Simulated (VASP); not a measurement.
MoSe2, 6 atoms in the cell. It takes space group P6_3/mmc (No. 194, hexagonal). Conventional cell: a = 3.279 Å, b = 3.279 Å, c = 12.725 Å, α = 90.00°, β = 90.00°, γ = 120.00°. Mo (site symmetry -6m2) has 6 Se at 2.53 Å as nearest neighbours. Se (site symmetry 3m) is surrounded by 3 Mo at 2.53 Å. 

```yaml
Program: VASP 6.6.1
Task: band structure
Functional: PBE
Dispersion: D3(BJ)
Potentials_or_basis: VASP PAW PBE potentials, release 64 (Mo_sv, Se)
Cutoff: 520 eV
k_mesh: 9 × 9 × 2
Occupations: gaussian, width 0.03 eV
Spin: no spin polarisation
Further_INCAR_settings: ALGO = Normal; EDIFF = 1e-06; NBANDS = 35
```

Potentials or basis: VASP PAW PBE potentials, release 64 (Mo_sv, Se).

Launch:

```console
$ cat potpaw_PBE.64/Mo_sv/POTCAR potpaw_PBE.64/Se/POTCAR > POTCAR
$ mpirun -np 1 vasp_std > vasp.out
```

Hardware: 1 thread of AMD EPYC 9R45 (Zen 5) (shared host).

Estimate the wall time of this run.

Run time: 4.2 min on 1 thread of AMD EPYC 9R45 (Zen 5) (shared host), peak memory 0.27 GiB. Counts: scf iterations 85, k points 24.
